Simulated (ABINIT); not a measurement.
## Si2Ni: equation of state with PBEsol

Si2Ni:

```
CELL_PARAMETERS angstrom
0.00000 2.70300 2.70300
2.70300 0.00000 2.70300
2.70300 2.70300 0.00000
ATOMIC_POSITIONS crystal
Ni 0.00000 0.00000 0.00000
Si 0.75000 0.75000 0.75000
Si 0.25000 0.25000 0.25000
```

```yaml
Program: ABINIT 10.8.3 (patched build)
Task: equation of state
Functional: PBEsol
Potentials_or_basis: JTH PAW PBE v2.0
Cutoff: 1116 eV
k_mesh: 6 × 6 × 6
Occupations: fermi-dirac, width 0.05 eV
Spin: collinear spin, ferromagnetic start
Starting_moments: "[1.0, 0.0, 0.0] μB"
Fine-grid_cutoff: 1714.32 eV
```

The equilibrium volume is 13.13 Å³/atom and the bulk modulus is 162 GPa. The pressure derivative of the bulk modulus is 4.4.

Energy against volume, from the lowest point:
```tsv
volume (Å³/atom)	energy (meV/atom)
12.376	24.28
12.639	9.90
12.902	2.00
13.166	0.00
13.429	3.30
13.692	11.30
13.956	23.50
```

Wall time 8.2 min on 4 MPI ranks on Arm Neoverse V2, on a shared host, peak memory 0.88 GiB a rank.

Caveat: pressures at fixed basis lie under the slope of the energies; the PAW data sets were made with another functional, which shifts forces and pressure a little.
